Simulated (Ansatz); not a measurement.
LiH (Fm-3m): G0W0 and the starting functional

```
Li H
1.0
     0.00000    2.04200    2.04200
     2.04200    0.00000    2.04200
     2.04200    2.04200    0.00000
Li H
1 1
Cartesian
  0.0000 0.0000 0.0000
  2.0420 2.0420 2.0420
```

Held fixed (Ansatz):

* datasets: all-electron datasets in plane waves (scalar-relativistic, Gaussian nuclei)
* k mesh: 4×4×4
* empty bands: 110
* response cutoff: 200 eV
* frequencies: contour deformation
* q → 0 term: analytic weight of Carrier, Rohra and Görling
* band sums: cut at the band count

The gap is read direct at k = (0, -0.5, -0.5), linearised, between the Kohn-Sham band edges among the points solved. ε∞ is the electronic dielectric constant on this mesh. Wave cutoffs: 2310, 2100 eV in the order of the table.

```tsv
orbitals	KS gap (eV)	G0W0 gap (eV)	ε∞
PBE	3.01	4.76	5.1
r²SCAN	3.66	5.26	4.0
```

The Kohn-Sham gaps spread over 0.65 eV and the G0W0 gaps over 0.49 eV, so the dependence on the start shrinks but stays.

The cell is a model at fixed atoms and needn't be the relaxed known crystal. Points k are given in fractions of the reciprocal vectors. The mesh is coarse, so these are values at the stated settings, not converged ones. Band sums or response are cut, so the gap isn't at its basis limit. The gap is read on the mesh, and the crystal's band edges can lie off it. With r²SCAN or HSE06 the Kohn-Sham levels are generalised ones. Meshes this coarse can overestimate the dielectric constant by a tenth and more.
